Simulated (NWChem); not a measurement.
**C3H6O (acetone): levels of theory compared**

Aim: a comparison of 6 runs (HF/STO-3G, HF/3-21G, B3LYP/6-31G*, MP2/cc-pVDZ, CCSD/cc-pVDZ) of C3H6O (acetone). 

The results are computed with NWChem 7.3.0.

## (1) Starting point

C3H6O: 10 atoms, total charge 0, spin state singlet. SMILES: `CC(C)=O`. Geometry: relaxed at PBE0-D4/def2-TZVP.

Bond lengths: C1–C2 1.506 Å, C2–C3 1.506 Å, C2–O4 1.206 Å, C1–H5 1.093 Å, C1–H6 1.094 Å, C1–H7 1.088 Å, C3–H8 1.094 Å, C3–H9 1.088 Å, C3–H10 1.093 Å. Some angles: C1–C2–C3 116.4°, C1–C2–O4 121.8°, C3–C2–O4 121.8°, C2–C1–H5 110.6°, C2–C1–H6 109.7°, C2–C1–H7 110.1°, C2–C3–H8 109.7°, C2–C3–H9 110.1°, C2–C3–H10 110.6°, H5–C1–H6 106.8°.

## (2) Energy and gradient at HF/STO-3G (run 1)

mymol.nw

```
START mymol
TITLE "C3H6O"
memory total 2200 mb
charge 0
GEOMETRY units angstroms noautosym nocenter noautoz
  C     -0.763500     0.843700    -0.605500
  C      0.498000     0.046700    -0.400600
  C      0.525100    -0.866200     0.797100
  O      1.435000     0.134800    -1.154100
  H     -1.637300     0.186500    -0.611300
  H     -0.898500     1.540800     0.227000
  H     -0.707800     1.399400    -1.539600
  H     -0.233900    -1.646100     0.683600
  H      1.506700    -1.325600     0.895800
  H      0.276100    -0.314000     1.707400
END
BASIS spherical bse
  * library STO-3G
END
SCF
  singlet
  rhf
  thresh 1e-08
  maxiter 80
END
TASK scf gradient
```

Run with:

```
$ nwchem mymol.nw > mymol.out
```

The program printed:

```text
[...]
  functions       =    26
[...]
  wavefunction    = RHF
[...]
         Total SCF energy =   -189.533170289080
      One-electron energy =   -496.128224685399
      Two-electron energy =    186.676332106923
 Nuclear repulsion energy =    119.918722289396
        Time for solution =      1.5s
[...]
                         RHF ENERGY GRADIENTS
    atom               coordinates                        gradient
                 x          y          z           x          y          z
   1 C      -1.442806   1.594362  -1.144229    0.028819  -0.014432  -0.004130
   2 C       0.941084   0.088250  -0.757024    0.001197   0.000128  -0.000969
   3 C       0.992295  -1.636881   1.506301    0.008419   0.017837  -0.025831
   4 O       2.711757   0.254735  -2.180933   -0.027745  -0.002602   0.022313
   5 H      -3.094048   0.352434  -1.155189   -0.004955  -0.003701   0.003001
   6 H      -1.697919   2.911690   0.428968   -0.001054   0.001887   0.006308
   7 H      -1.337548   2.644483  -2.909422    0.002211   0.001238  -0.003142
   8 H      -0.442007  -3.110678   1.291817   -0.006147  -0.002546  -0.000515
   9 H       2.847250  -2.505021   1.692817    0.003608  -0.000665  -0.001560
  10 H       0.521753  -0.593374   3.226518   -0.004352   0.002854   0.004523
[...]
```

Run time: 2.2 s. Hardware: 1 thread of Intel Xeon Platinum 8375C at 2.90GHz (Ice Lake), shared host; peak memory 0.099 GiB.

## (3) Energy and forces at HF/3-21G (run 2)

m1.nw

```
START m1
TITLE "C3H6O"
memory stack 880 mb heap 220 mb global 1100 mb

GEOMETRY noautosym nocenter noautoz
  C       -0.763500       0.843700      -0.605500
  C        0.498000       0.046700      -0.400600
  C        0.525100      -0.866200       0.797100
  O        1.435000       0.134800      -1.154100
  H       -1.637300       0.186500      -0.611300
  H       -0.898500       1.540800       0.227000
  H       -0.707800       1.399400      -1.539600
  H       -0.233900      -1.646100       0.683600
  H        1.506700      -1.325600       0.895800
  H        0.276100      -0.314000       1.707400
END

BASIS spherical bse
  * library 3-21G
END

SCF
  nopen 0
  rhf
  thresh 1e-08
  maxiter 80
  print low
END

TASK scf gradient
```

Run with:

```
$ nwchem m1.nw > m1.out
```

The program printed:

```text
[...]
  functions       =    48
[...]
  wavefunction    = RHF
[...]
         Total SCF energy =   -190.886625024761
      One-electron energy =   -496.270303219960
      Two-electron energy =    185.464955905803
 Nuclear repulsion energy =    119.918722289396
        Time for solution =      1.6s
[...]
                         RHF ENERGY GRADIENTS
    atom               coordinates                        gradient
                 x          y          z           x          y          z
   1 C      -1.442806   1.594362  -1.144229    0.010660  -0.003455  -0.003442
   2 C       0.941084   0.088250  -0.757024    0.001321   0.000132  -0.001072
   3 C       0.992295  -1.636881   1.506301    0.005210   0.004897  -0.009312
   4 O       2.711757   0.254735  -2.180933   -0.009882  -0.000924   0.007948
   5 H      -3.094048   0.352434  -1.155189   -0.004670  -0.003340   0.001339
   6 H      -1.697919   2.911690   0.428968   -0.001067   0.002559   0.004814
   7 H      -1.337548   2.644483  -2.909422    0.000091   0.003413  -0.005379
   8 H      -0.442007  -3.110678   1.291817   -0.004621  -0.003082  -0.000245
   9 H       2.847250  -2.505021   1.692817    0.005596  -0.002866   0.000783
  10 H       0.521753  -0.593374   3.226518   -0.002637   0.002667   0.004566
[...]
```

It took 2.3 s on 1 thread of Intel Xeon Platinum 8375C at 2.90GHz (Ice Lake), shared host; peak memory 0.099 GiB.

Runs 3 to 4 aren't shown in full; the table further down has their settings and results.

## (4) Energy and gradient at MP2/cc-pVDZ (run 5)

c3h6o.nw

```
start c3h6o
memory 2200 mb
geometry units angstroms noautosym nocenter noautoz
  C       -0.763500       0.843700      -0.605500
  C        0.498000       0.046700      -0.400600
  C        0.525100      -0.866200       0.797100
  O        1.435000       0.134800      -1.154100
  H       -1.637300       0.186500      -0.611300
  H       -0.898500       1.540800       0.227000
  H       -0.707800       1.399400      -1.539600
  H       -0.233900      -1.646100       0.683600
  H        1.506700      -1.325600       0.895800
  H        0.276100      -0.314000       1.707400
end
basis spherical bse
  * library cc-pVDZ
end
scf
  thresh 1e-08
  maxiter 80
  print low
end
mp2
  freeze core 4
  tight
end
task mp2 gradient
```

Run with:

```
$ nwchem c3h6o.nw > c3h6o.out
```

The program printed:

```text
[...]
  functions       =    86
[...]
  wavefunction    = RHF
[...]
         Total SCF energy =   -191.977659668688
      One-electron energy =   -497.924730189389
      Two-electron energy =    186.028348231305
 Nuclear repulsion energy =    119.918722289396
        Time for solution =     21.2s
[...]
          Total MP2 energy          -192.576013330026
[...]
                         mp2 ENERGY GRADIENTS
    atom               coordinates                        gradient
                 x          y          z           x          y          z
   1 C      -1.442806   1.594362  -1.144229    0.002834  -0.000231  -0.001860
   2 C       0.941084   0.088250  -0.757024    0.014382   0.001357  -0.011578
   3 C       0.992295  -1.636881   1.506301    0.002412   0.000680  -0.002343
   4 O       2.711757   0.254735  -2.180933   -0.024228  -0.002273   0.019485
   5 H      -3.094048   0.352434  -1.155189    0.005489   0.004053   0.000361
   6 H      -1.697919   2.911690   0.428968    0.000797  -0.004488  -0.004954
   7 H      -1.337548   2.644483  -2.909422   -0.000651  -0.003621   0.006355
   8 H      -0.442007  -3.110678   1.291817    0.004473   0.004982   0.000710
   9 H       2.847250  -2.505021   1.692817   -0.006753   0.002952  -0.000414
  10 H       0.521753  -0.593374   3.226518    0.001244  -0.003413  -0.005761
[...]
```

Wall time 49 s (1 thread of Intel Xeon Platinum 8375C at 2.90GHz (Ice Lake), shared host); peak memory 0.26 GiB.

## (5) A single-point energy at CCSD/cc-pVDZ (run 6)

calc.nw

```
start calc
title "C3H6O"
memory stack 880 mb heap 220 mb global 1100 mb

geometry units angstrom noautosym nocenter noautoz
  C       -0.763500       0.843700      -0.605500
  C        0.498000       0.046700      -0.400600
  C        0.525100      -0.866200       0.797100
  O        1.435000       0.134800      -1.154100
  H       -1.637300       0.186500      -0.611300
  H       -0.898500       1.540800       0.227000
  H       -0.707800       1.399400      -1.539600
  H       -0.233900      -1.646100       0.683600
  H        1.506700      -1.325600       0.895800
  H        0.276100      -0.314000       1.707400
end

basis spherical bse
  * library cc-pVDZ
end

scf
  thresh 1e-08
  maxiter 80
  print low
end

ccsd
  freeze core 4
  maxiter 60
end

task ccsd energy
```

Run with:

```
$ nwchem calc.nw > calc.out
```

The program printed:

```text
[...]
  functions       =    86
[...]
  wavefunction    = RHF
[...]
         Total SCF energy =   -191.977659668688
      One-electron energy =   -497.924730189389
      Two-electron energy =    186.028348231305
 Nuclear repulsion energy =    119.918722289396
        Time for solution =     21.1s
[...]
 Total MP2 energy:           -192.576013330026115
[...]
             energy      energy      error      ampl     ampl      Block
                                                time     time      time
[...]
 Total CCSD energy:           -192.616731014650213
[...]
```

Wall time 1.9 min (1 thread of Intel Xeon Platinum 8375C at 2.90GHz (Ice Lake), shared host); peak memory 0.21 GiB.

## (6) Overview of the runs

```tsv
run	level	iteration cap	module	energy (Eh)	dipole moment (D)	largest force (eV/Å)	wall time
1	HF/STO-3G	80	scf	-189.533170	1.91	1.836	2.2 s
2	HF/3-21G	80	scf	-190.886625	–	0.654	2.3 s
3	B3LYP/6-31G* (spherical functions)	100	dft	-193.151594	2.79	1.012	36 s
4	B3LYP/6-31G* (Cartesian functions)	100	dft	-193.155180	2.79	1.006	37 s
5	MP2/cc-pVDZ	80	mp2	-192.576013	2.52	1.603	49 s
6	CCSD/cc-pVDZ	80	ccsd	-192.616731	–	–	1.9 min
```

## (7) Summary of results

```
                                          quantity          value
                               run 6: total energy  -192.61673 Eh
run 6: correlation energy (4 core orbitals frozen)     -639.1 mEh
```

In words: Over runs 1, 3, 4, 5 the dipole moment (its size) runs from 1.91 D (HF/STO-3G) to 2.79 D (B3LYP/6-31G*). The two ends differ in method and basis. Over runs 1, 3, 4 the HOMO–LUMO gap runs from 6.41 eV (B3LYP/6-31G*) to 16.98 eV (HF/STO-3G). In run 1 the basis is minimal, so the values are rough. All runs together took 4 min, the longest 1.9 min.
